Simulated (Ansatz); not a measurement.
A single-point calculation of CdS built on the zincblende prototype with the plane-wave code Ansatz, at the level PBE. The cell was relaxed with r2SCAN and then strained (uniaxial +1.5 % along x, other directions held), with the atoms relaxed again with r2SCAN; k points keep the names of the unstrained zone.

```yaml
crystal:
  lattice:
    - [0.0, 2.9392148365, 2.9392148365]
    - [2.983303059, 0.0, 2.9392148365]
    - [2.983303059, 2.9392148365, 0.0]
  atoms:
    - { symbol: Cd, position: [0.0, 0.0, 0.0] }
    - { symbol: S, position: [0.25, 0.25, 0.25] }
kpoints:
  mp_grid: { grid: [8, 8, 8] }
  band_path:
    path:
      - [0.0, 0.0, 0.0]
      - [-0.5, -0.5, 0.0]
      - [-0.375, -0.375, 0.25]
      - [-0.375, 0.0, 0.375]
      - [0.0, 0.0, 0.5]
      - [-0.5, -0.25, 0.25]
    npoints: 1
hamiltonian:
  xc: pbe
scf:
  occupations: { method: fermi_dirac, width: 0.02 }
  n_extra_bands: 4
output:
  forces: true
  stress: true
  eigenvalues: true
```

The output follows, shortened, with numbered blanks.
```
Pseudopotential: Cd, paw, valence charge 20, recommended cutoff 420 eV (normal)
Pseudopotential: S, paw, valence charge 6, recommended cutoff 420 eV (normal)
Functional definition: PBE
Crystal: 2 atoms, lattice volume = 51.545 Å³
Basis set: ecut = 420 eV, 965 PW (Γ)
Bands: 17, of which v1, the nominal top of the filled ones, is band 13 counted from 1 (12 counted from 0)
[1]
SCF 1 converged in 6 iterations: F = -9157.827198 eV  dr2 = 1.96e-9
SCF converged after 6 iterations
Free energy (F): -9157.827198 eV
[2]
--- Stress (GPa, compression-positive) ---
        0.323348       0.000000       0.000000
        0.000000       0.617943       0.000000
        0.000000       0.000000       0.617943
  P = ⅓ Tr σ = 0.5197 GPa (5.197 kbar)
--- Band table (eV; the first three rows and the last of 59) ---
[3]
```

The rows of the band table are 0: (0, 0, 0) = Γ, 1: (0, 0, 1/8), 2: (0, 0, 1/4), 58: (-1/2, 1/4, -1/4) = W.

Problem. What stood in the gaps? They hold the Fermi energy and the band table, the symmetry found.

Solution.
```
[1]
Symmetry: 8 space group operations
Space group: I-4m2 (ITA 119)
[2]
Fermi energy:    6.928247 eV
[3]
  k-point 0: bands = […, -1.2067, -0.7823, -0.7772, 6.3522, 6.3969, 6.3969, 7.4443, 12.9142, 12.9155, 12.9155]
  k-point 1: bands = […, -1.1571, -0.7826, -0.7786, 5.3839, 6.2524, 6.2864, 8.2780, 12.6432, 13.0984, 13.1090]
  k-point 2: bands = […, -0.9755, -0.7759, -0.7754, 3.9827, 5.9924, 6.0368, 9.0781, 12.6086, 13.3731, 13.4240]
  k-point 58: bands = […, -0.8140, -0.7728, -0.2045, 2.6882, 4.2910, 4.3203, 11.6049, 11.7803, 13.4201, 14.3728]
```
The trailing digits, and the zero of the energies, depend on the potentials and thresholds.

With PBE the gap is 1.05 eV and direct, at Γ. The gap is the least over the mesh and the extra points. With the atoms held, the mean pressure is +0.52 GPa (compression positive).

Run as `ansatz run input.yaml --threads 2 --pin off --max-ram 2211MiB --backend cpu --events-out ev --progress --plain --runs-dir out`. It took 3.9 s on 2 threads of Intel(R) Xeon(R) Platinum 8259CL CPU @ 2.50GHz (Skylake/Cascade Lake) (shared host); peak host memory 0.43 GiB.

Spin-unpolarised throughout; all numbers are computed.

The runs are scalar-relativistic, without spin-orbit coupling.
